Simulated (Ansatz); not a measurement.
**Structure relaxation of GeSb4Te7**

Method: DFT r2SCAN, scalar-relativistic, plane waves, PAW in Ansatz 0.2.0.

The start is a database structure of GeSb4Te7, space group P-3m1 (No. 164).

Input of the last, converged step (default PAW datasets):

```yaml
crystal:
  lattice:
    - [4.2893002584, 0.0, 0.0]
    - [-2.1446501292, 3.7146429882, 0.0]
    - [0.0, 0.0, 24.63777845]
  atoms:
    - { symbol: Ge, position: [0.0, 0.0, 0.5] }
    - { symbol: Sb, position: [0.66666667, 0.33333333, 0.91889862] }
    - { symbol: Sb, position: [0.33333333, 0.66666667, 0.3497515] }
    - { symbol: Sb, position: [0.33333333, 0.66666667, 0.08110138] }
    - { symbol: Sb, position: [0.66666667, 0.33333333, 0.6502485] }
    - { symbol: Te, position: [0.33333333, 0.66666667, 0.84973187] }
    - { symbol: Te, position: [0.66666667, 0.33333333, 0.15026813] }
    - { symbol: Te, position: [0.0, 0.0, 0.71897829] }
    - { symbol: Te, position: [0.66666667, 0.33333333, 0.4313943] }
    - { symbol: Te, position: [0.33333333, 0.66666667, 0.5686057] }
    - { symbol: Te, position: [0.0, 0.0, 0.0] }
    - { symbol: Te, position: [0.0, 0.0, 0.28102171] }
basis:
  ecutwfc: 500
kpoints:
  mp_grid: { grid: [6, 6, 2] }
hamiltonian:
  xc: r2scan
scf:
  occupations: { method: gaussian, width: 0.02 }
output:
  forces: true
  stress: true
  eigenvalues: true
relax:
  adjacent_minimum: "off"
  f_tol: 0.01
  max_steps: 80
  cell: { stress_tol: 0.05 }
```

Launched as:

```bash
ansatz run input.yaml --threads 4 --pin off --max-ram 10240MiB --backend cpu --events-out ev --progress --plain --runs-dir out
```

The run took 81 s on 4 threads of Intel(R) Xeon(R) 6975P-C (Granite Rapids), on a shared host, peak memory 2.5 GiB.

The program printed at the end:

```
SCF converged after 7 iterations
Free energy (F): -79264.541764 eV
Harris-Foulkes:  -79264.541764 eV  (|F-HF|=2.91e-11)
Internal energy: -79264.541764 eV  (E = F + TS)
E sigma→0 (E₀):  -79264.541764 eV
Fermi energy:    8.687322 eV
--- Per-component energies (eV) ---
  E_band       = -2915.271219
  E_kinetic    = 2188.128001
  E_local      = -19968.556921  (includes V_loc(G=0)·N_el)
  E_nonlocal   = -310.357259
  E_hartree    = 10711.383842
  E_xc         = -1381.027964
  E_vxc        = -1255.903120  (∫ρ·V_xc dr)
  E_paw        = -53235.131999  (= ΣΔE_a)
  E_vpaw       = -5070.803365  (= ΣTr[D̂ρ^β])
  E_aug_tail   = -0.000250  (compensation charges beyond the density's cutoff)
  E_vtau       = 79.454092  (kinetic-family band-sum trace: ∫τ·v_τ [+ j·A + Jᵃ·Aᵃ] dr)
  E_ewald      = -17271.911584
  E_core_change = 2.932370  (= ΣΔE_core)
  E_smearing   =  0.000000  (= −TS)
  E_closure    = 0.000000  (closes the sum)
  Σ components = -79264.541764   (vs F -79264.541764, Δ=0.00e0)
--- Forces (eV/Å), atoms counted from 1 ---
  atom   1  Ge     0.00000000     0.00000000     0.00000000
  atom   2  Sb     0.00000000     0.00000000    -0.00060727
  atom   3  Sb     0.00000000     0.00000000    -0.00001315
  atom   4  Sb     0.00000000     0.00000000     0.00060727
  atom   5  Sb     0.00000000     0.00000000     0.00001315
  atom   6  Te     0.00000000     0.00000000     0.00020150
  atom   7  Te     0.00000000     0.00000000    -0.00020150
  atom   8  Te     0.00000000     0.00000000    -0.00002523
  atom   9  Te     0.00000000     0.00000000    -0.00005693
  atom  10  Te     0.00000000     0.00000000     0.00005693
  atom  11  Te     0.00000000     0.00000000     0.00000000
  atom  12  Te     0.00000000     0.00000000     0.00002523
  max |Σ_I F_I| component: 1.88e-17 eV/Å
--- Stress (GPa, compression-positive) ---
        0.000890       0.000000       0.000000
        0.000000       0.000890       0.000000
        0.000000       0.000000       0.002775
  P = ⅓ Tr σ = 0.0015 GPa (0.015 kbar)
--- Relaxed structure (6 steps of the walk, 5 accepted, 1 SCFs on fresh bases) ---
  F+E_penalty+E_count = -79264.54176393 eV   max|allowed force component| = 6.073e-4 eV/Å   (the final SCF, on the basis selected at the relaxed cell)
  cell:  # Å, volume = 395.9814 Å³
    - [4.286915, 0.000000, 0.000000]
    - [-2.143458, 3.712577, 0.000000]
    - [0.000000, 0.000000, 24.880229]
  atoms:
    - { symbol: Ge, position: [0.000000, 0.000000, 0.500000] }
    - { symbol: Sb, position: [0.666667, 0.333333, 0.919962] }
    - { symbol: Sb, position: [0.333333, 0.666667, 0.351094] }
    - { symbol: Sb, position: [0.333333, 0.666667, 0.080038] }
    - { symbol: Sb, position: [0.666667, 0.333333, 0.648906] }
    - { symbol: Te, position: [0.333333, 0.666667, 0.851612] }
    - { symbol: Te, position: [0.666667, 0.333333, 0.148388] }
    - { symbol: Te, position: [0.000000, 0.000000, 0.716762] }
    - { symbol: Te, position: [0.666667, 0.333333, 0.432266] }
    - { symbol: Te, position: [0.333333, 0.666667, 0.567734] }
    - { symbol: Te, position: [0.000000, 0.000000, 0.000000] }
    - { symbol: Te, position: [0.000000, 0.000000, 0.283238] }
```

Absolute energies hang on the potentials; compare differences alone.

The result has space group P-3m1 (No. 164). Around Ge lie 6 Te at 2.99 Å; Sb on Wyckoff site d (2 atoms of the primitive cell) has 6 Te at 3.00–3.18 Å; Sb on Wyckoff site d (2 atoms of the primitive cell) is coordinated by 3 Te at 3.00 Å and 3 Te at 3.19 Å; Te on Wyckoff site d (2 atoms of the primitive cell) is coordinated by 3 Sb at 3.00 Å.

Against the elements it lies at -0.115 eV/atom. Energies over the elements count from the elements' standard structures at the same level, with no empirical corrections.

No dispersion correction is applied, so the spacing between layers, chains or molecules is poorly fixed, and with it the volume and density. Spin–orbit coupling is left out.

Symmetry constrained the relaxation, so the result can be a saddle point.